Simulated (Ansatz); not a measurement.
**Sb: equation of state with HSE06**

Sb:

```xyz
1
Lattice="3.1600 0.0000 0.0000 0.0000 3.1600 0.0000 0.0000 0.0000 3.1600" Properties=species:S:1:pos:R:3 pbc="T T T"
Sb    0.0000    0.0000    0.0000
```

This isn't the form of Sb at room conditions, which is rhombohedral.

```json
{
 "Program": "Ansatz 0.2.0",
 "Task": "equation of state",
 "Functional": "HSE06",
 "Potentials or basis": "Ansatz PAW",
 "Cutoff": "420 eV",
 "Density cutoff": "1680 eV",
 "k mesh": "6 × 6 × 6",
 "Occupations": "fermi-dirac, width 0.05 eV",
 "Spin": "no spin polarisation"
}
```

The equilibrium volume is 28.23 Å³/atom (rough: see the caveat) and the bulk modulus is 16.1 GPa (rough).

Energy against volume, from the lowest point:
```
volume (Å³/atom)  energy (meV/atom)
          29.661               0.00
          30.292               5.93
          30.923              14.25
          31.554              25.56
          32.186              40.08
          32.817              57.73
          33.448              78.27
```

All runs of the series together: 110 s on 2 threads of AMD EPYC 7R13 Processor (Zen 3), on a shared host.

Caveat: the fit is doubtful: noisy points or a state that changes with volume; the minimum lies outside the volumes run; the PAW data sets were made with another functional, which shifts forces and pressure a little. Spin-orbit coupling is left out, which matters for the levels of Sb.
